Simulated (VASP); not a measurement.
# C (P6_3/mmc) in VASP: single point with r2SCAN

Aim: the single point of C with r2SCAN.

Everything below comes from runs of VASP 6.6.1. Logs are shortened: lines on timing, memory, paths and dates and some standing lists are left out, and cuts for length are marked.

## Step 1: The structure

The structure is hexagonal, space group P6_3/mmc (No. 194). Conventional cell: a = 2.456 Å, b = 2.456 Å, c = 7.053 Å, α = 90.00°, β = 90.00°, γ = 120.00°. C (site symmetry -6m2) has 3 C at 1.42 Å as nearest neighbours. C (site symmetry -6m2) is surrounded by 3 C at 1.42 Å.

The cell was built by a generator and needn't be a form met in nature.

## Step 2: Single point, r2SCAN

The input, POSCAR:

```
C
1.0
    2.4558696159      0.0000000000      0.0000000000
   -1.2279348080      2.1268454758      0.0000000000
    0.0000000000      0.0000000000      7.0529082830
C
4
Direct
    0.0000000000      0.0000000000      0.2500000000
    0.3333333333      0.6666666667      0.2500000000
    0.0000000000      0.0000000000      0.7500000000
    0.6666666667      0.3333333333      0.7500000000
```

The input, INCAR.step1:

```
SYSTEM = C
PREC = Accurate
ENCUT = 520
ISMEAR = 0
SIGMA = 0.05
LREAL = .FALSE.
LASPH = .TRUE.
NELM = 100
NBANDS = 16
GGA = PE
ALGO = Normal
EDIFF = 1E-4
LWAVE = .TRUE.
LCHARG = .FALSE.
```

The input, INCAR.step2:

```
SYSTEM = C
PREC = Accurate
ENCUT = 520
EDIFF = 1E-7
ISMEAR = 0
SIGMA = 0.05
LREAL = .FALSE.
LASPH = .TRUE.
NELM = 100
ALGO = Normal
ISIF = 2
LWAVE = .FALSE.
LCHARG = .TRUE.
METAGGA = R2SCAN
LMIXTAU = .TRUE.
LELF = .TRUE.
LVHAR = .TRUE.
NBANDS = 16
ISTART = 1
```

The input, KPOINTS:

```
Automatic mesh
0
G
  24 24 8
  0 0 0
```

Potentials or basis: VASP PAW PBE potentials, release 64 (C).

Run with:

```
$ cat potpaw_PBE.64/C/POTCAR > POTCAR
$ cp INCAR.step1 INCAR
$ mpirun -np 1 vasp_std > vasp.out
$ cp INCAR.step2 INCAR
$ mpirun -np 1 vasp_std > vasp.out
```

OUTCAR:

```text
SYSTEM = C
   PREC = Accurate
   ENCUT = 520
   EDIFF = 1E-7
   ISMEAR = 0
   LREAL = .FALSE.
   LASPH = .TRUE.
   NELM = 100
   ISIF = 2
   METAGGA = R2SCAN
   ISTART = 1

 ion  position               nearest neighbor table
   1  0.000  0.000  0.250-   2 1.42   2 1.42   2 1.42
   2  0.333  0.667  0.250-   1 1.42   1 1.42   1 1.42
   3  0.000  0.000  0.750-   4 1.42   4 1.42   4 1.42
   4  0.667  0.333  0.750-   3 1.42   3 1.42   3 1.42

  LATTYP: Found a hexagonal cell.
 ALAT       =     2.4558696159
 C/A-ratio  =     2.8718577881

  Lattice vectors:

 A1 = (   2.4558696159,   0.0000000000,   0.0000000000)
 A2 = (  -1.2279348080,   2.1268454758,   0.0000000000)
 A3 = (   0.0000000000,   0.0000000000,   7.0529082830)

Analysis of symmetry for initial positions (statically):
=====================================================================
 Subroutine PRICEL returns:
 Original cell was already a primitive cell.

 Routine SETGRP: Setting up the symmetry group for a
 hexagonal supercell.

 Subroutine GETGRP returns: Found 24 space group operations
 (whereof 12 operations were pure point group operations)
 out of a pool of 24 trial point group operations.

The static configuration has the point symmetry D_3d.
 The point group associated with its full space group is D_6h.

Analysis of symmetry for dynamics (positions and initial velocities):
=====================================================================
 Subroutine PRICEL returns:
 Original cell was already a primitive cell.

 Routine SETGRP: Setting up the symmetry group for a
 hexagonal supercell.

 Subroutine GETGRP returns: Found 24 space group operations
 (whereof 12 operations were pure point group operations)
 out of a pool of 24 trial point group operations.

The dynamic configuration has the point symmetry D_3d.
 The point group associated with its full space group is D_6h.

 Subroutine INISYM returns: Found 24 space group operations
 (whereof 12 operations are pure point group operations),
 and found     1 'primitive' translations

----------------------------------------------------------------------------------------

                                     Primitive cell

  volume of cell :      36.8391

  direct lattice vectors                    reciprocal lattice vectors
     2.455869616  0.000000000  0.000000000     0.407187741  0.235089952  0.000000000
    -1.227934808  2.126845476  0.000000000     0.000000000  0.470179903  0.000000000
     0.000000000  0.000000000  7.052908283     0.000000000  0.000000000  0.141785482

  length of vectors
     2.455869616  2.455869616  7.052908283     0.470179903  0.470179903  0.141785482

  position of ions in fractional coordinates (direct lattice)
     0.000000000  0.000000000  0.250000000
     0.333333333  0.666666667  0.250000000
     0.000000000  0.000000000  0.750000000
     0.666666667  0.333333333  0.750000000

  ion indices of the primitive-cell ions
   primitive index   ion index
                 1           1
                 2           2
                 3           3
                 4           4

----------------------------------------------------------------------------------------

 KPOINTS: Automatic mesh

Automatic generation of k-mesh.
 Grid dimensions read from file:
 generate k-points for:   24   24    8

 Generating k-lattice:

  Cartesian coordinates                     Fractional coordinates (reciprocal lattice)
     0.016966156  0.009795415  0.000000000     0.041666667  0.000000000  0.000000000
     0.000000000  0.019590829  0.000000000     0.000000000  0.041666667  0.000000000
     0.000000000  0.000000000  0.017723185     0.000000000  0.000000000  0.125000000

  Length of vectors
     0.019590829  0.019590829  0.017723185

  Shift w.r.t. Gamma in fractional coordinates (k-lattice)
     0.000000000  0.000000000  0.000000000

 Subroutine IBZKPT returns following result:
 ===========================================

 Found    305 irreducible k-points:

 Following reciprocal coordinates:
            Coordinates               Weight
  0.000000  0.000000  0.000000      1.000000
  0.041667 -0.000000  0.000000      6.000000
  0.083333 -0.000000  0.000000      6.000000
  0.125000 -0.000000  0.000000      6.000000
  0.166667 -0.000000  0.000000      6.000000
  0.208333 -0.000000  0.000000      6.000000
[... 16 lines left out ...]
  0.416667  0.041667  0.000000     12.000000
  0.458333  0.041667  0.000000     12.000000
 [... further k-points ...]
   k-points           NKPTS =    305   k-points in BZ     NKDIM =    305   number of bands    NBANDS=     16
   number of dos      NEDOS =    301   number of ions     NIONS =      4
   total plane-waves  NPLWV =  17496
   dimension x,y,z NGX =    18 NGY =   18 NGZ =   54
   dimension x,y,z NGXF=    36 NGYF=   36 NGZF=  108
   ions per type =               4
   NGX,Y,Z   is equivalent  to a cutoff of  12.18, 12.18, 12.73 a.u.
   NGXF,Y,Z  is equivalent  to a cutoff of  24.37, 24.37, 25.46 a.u.
 SYSTEM =  C
   PREC   = accura    normal or accurate (medium, high low for compatibility)
   ISTART =      1    job   : 0-new  1-cont  2-samecut
   ICHARG =      0    charge: 1-file 2-atom 10-const
   ISPIN  =      1    spin polarized calculation?
   LNONCOLLINEAR =      F non collinear calculations
   LSORBIT =      F    spin-orbit coupling
   LASPH  =      T    aspherical Exc in radial PAW
   ENCUT  =  520.0 eV  38.22 Ry    6.18 a.u.   4.57  4.57 13.11*2*pi/ulx,y,z
   NELM   =    100;   NELMIN=  2; NELMDL=  0     # of ELM steps
   EDIFF  = 0.1E-06   stopping-criterion for ELM
   LREAL  =      F    real-space projection
   EDIFFG = 0.1E-05   stopping-criterion for IOM
   NSW    =      0    number of steps for IOM
   IBRION =     -1    ionic relax: 0-MD 1-quasi-New 2-CG
   NFREE  =      0    steps in history (QN), initial steepest desc. (CG)
   ISIF   =      2    stress and relaxation
   ISYM   =      2    0-nonsym 1-usesym 2-fastsym
   POTIM  = 0.5000    time-step for ionic-motion
   TEBEG  =    0.0;   TEEND  =   0.0 temperature during run
   PSTRESS=    0.0 pullay stress
   NELECT =      16.0000    total number of electrons
   NUPDOWN=      -1.0000    fix difference up-down
   EMIN   =  10.00;   EMAX   =-10.00  energy-range for DOS
   EFERMI =   0.00;   METHOD = LEGACY
   ISMEAR =     0;   SIGMA  =   0.05  broadening in eV -4-tet -1-fermi 0-gaus
   EFERMI_NEDOS =   21; number of points for ismear=-14 and -15
   IALGO  =     38    algorithm
   IMIX   =      4    mixing-type and parameters
     AMIX     =   0.40;   BMIX     =  1.00
     AMIX_MAG =   1.60;   BMIX_MAG =  1.00
  volume/ion in A,a.u.               =       9.21        62.15
  Fermi-wavevector in a.u.,A,eV,Ry     =   1.239781  2.342846 20.912931  1.537057
  Thomas-Fermi vector in A             =   2.374250
   LORBIT       =      0    0 simple, 1 ext, 2 COOP (PROOUT), +10 PAW based schemes
   METAGGA = R2SCAN    functional components
   LHFCALC =     F    Hartree Fock is set to
   AEXX    =    0.0000 exact exchange contribution
   IVDW    =     0    specifies the selected vdW correction
   LEPSILON=     F    determine dielectric tensor
   LRPA    =     F    only Hartree local field effects (RPA)
 non-spin polarized calculation
 Gauss-broadening in eV      SIGMA  =   0.05
  energy-cutoff  :      520.00
  volume of cell :       36.84
 maximum number of plane-waves:      1016
   NGX =  9   NGY =  9   NGZ = 27

 number of electron      15.9999995 magnetization

 Free energy of the ion-electron system (eV)
  ---------------------------------------------------
  ext. energy  EPLUGINS =         0.00000000
  ---------------------------------------------------
  free energy    TOTEN  =       -39.75236428 eV

  energy without entropy =      -39.75214772  energy(sigma->0) =      -39.75225600

 E-fermi :   4.2567     XC(G=0): -10.7875

 val. band max:        4.2561275844   @ k =   0.3333   0.3333   0.2500
 cond. band min:       4.2615333447   @ k =   0.3333   0.3333   0.5000
 fundamental gap:      0.0054057603
 Fermi energy:         4.2567473189

 k-point     1 :       0.0000    0.0000    0.0000
  band No.  band energies     occupation
      1     -16.6788      2.00000
      2     -16.4798      2.00000
      3      -4.5929      2.00000
      4      -3.0382      2.00000
      5       1.0470      2.00000
      6       1.0470      2.00000
[... 8 lines left out ...]
     15      16.7098      0.00000
     16      16.8661      0.00000

 k-point     2 :       0.0417   -0.0000    0.0000
  band No.  band energies     occupation
      1     -16.6349      2.00000
      2     -16.4364      2.00000
      3      -4.5397      2.00000
      4      -2.9875      2.00000
      5       0.8621      2.00000
      6       0.8763      2.00000
[... 8 lines left out ...]
     15      16.5424      0.00000
     16      16.7070      0.00000

 k-point     3 :       0.0833   -0.0000    0.0000
  band No.  band energies     occupation
      1     -16.5033      2.00000
      2     -16.3063      2.00000
      3      -4.3806      2.00000
      4      -2.8358      2.00000
      5       0.3371      2.00000
      6       0.3583      2.00000
[... 8 lines left out ...]
     15      16.0570      0.00000
     16      16.2471      0.00000

 k-point     4 :       0.1250   -0.0000    0.0000
  band No.  band energies     occupation
      1     -16.2844      2.00000
      2     -16.0899      2.00000
      3      -4.1164      2.00000
      4      -2.5841      2.00000
      5      -0.4568      2.00000
      6      -0.4263      2.00000
[... 8 lines left out ...]
     15      15.2963      0.00000
     16      15.5367      0.00000
[... 324 lines left out ...]
 k-point    22 :       0.3750    0.0417    0.0000
  band No.  band energies     occupation
      1     -12.7906      2.00000
      2     -12.6371      2.00000
      3      -7.7511      2.00000
      4      -7.6494      2.00000
      5      -2.4564      2.00000
      6      -2.4202      2.00000
[... 8 lines left out ...]
     15      18.7001      0.00000
     16      20.8015      0.00000

 k-point    23 :       0.4167    0.0417    0.0000
  band No.  band energies     occupation
      1     -11.9933      2.00000
      2     -11.8527      2.00000
      3      -8.8004      2.00000
      4      -8.6929      2.00000
      5      -2.6291      2.00000
      6      -2.5923      2.00000
[... 8 lines left out ...]
     15      18.1564      0.00000
     16      20.1901      0.00000

 k-point    24 :       0.4583    0.0417    0.0000
  band No.  band energies     occupation
      1     -11.2392      2.00000
      2     -11.1335      2.00000
      3      -9.6566      2.00000
      4      -9.5689      2.00000
      5      -2.7162      2.00000
      6      -2.6792      2.00000
[... 8 lines left out ...]
     15      18.6185      0.00000
     16      19.7132      0.00000

 [... further k-points ...]
[... 5 lines left out ...]
  --------------------------------------------------------------------------------------
  -------------------------------------------------------------------------------------
  Total        0.2335660      0.2335660     -0.0212882     -0.0000000      0.0000000      0.0000000
  in kB       10.1580591     10.1580591     -0.9258503     -0.0000000      0.0000000      0.0000000
  external PRESSURE =       6.4634226 kB  Pullay stress =       0.0000000 kB

 VOLUME and BASIS-vectors are now :
 -----------------------------------------------------------------------------
  energy-cutoff  :      520.00
  volume of cell :       36.84
      direct lattice vectors                 reciprocal lattice vectors
     2.455869616  0.000000000  0.000000000     0.407187741  0.235089952  0.000000000
    -1.227934808  2.126845476  0.000000000     0.000000000  0.470179903  0.000000000
     0.000000000  0.000000000  7.052908283     0.000000000  0.000000000  0.141785482

 POSITION                                       TOTAL-FORCE (eV/Angst)
 -----------------------------------------------------------------------------------
      0.00000      0.00000      1.76323         0.000000     -0.000000      0.000000
     -0.00000      1.41790      1.76323         0.000000     -0.000000      0.000000
      0.00000      0.00000      5.28968        -0.000000      0.000000      0.000000
      1.22793      0.70895      5.28968        -0.000000      0.000000     -0.000000
 -----------------------------------------------------------------------------------
    total drift:                                0.000000     -0.000000      0.000000

  FREE ENERGIE OF THE ION-ELECTRON SYSTEM (eV)
  ---------------------------------------------------
  free  energy   TOTEN  =       -39.7523642836 eV

  energy  without entropy=      -39.7521477178  energy(sigma->0) =      -39.75225600
```

Wall time 7.3 min (1 thread of Intel Xeon Platinum 8375C at 2.90GHz (Ice Lake), shared host); peak memory 0.24 GiB.

Results:

- Free energy: -39.7524 eV
- Pressure: 0.6 GPa
- Band gap on the k mesh: none (metal or under the smearing width)

Stress tensor (GPa, compression positive):
```
 1.02  0.00  0.00
 0.00  1.02  0.00
 0.00  0.00 -0.09
```

Caveat: the PAW data sets were made with another functional, which shifts forces and pressure a little.
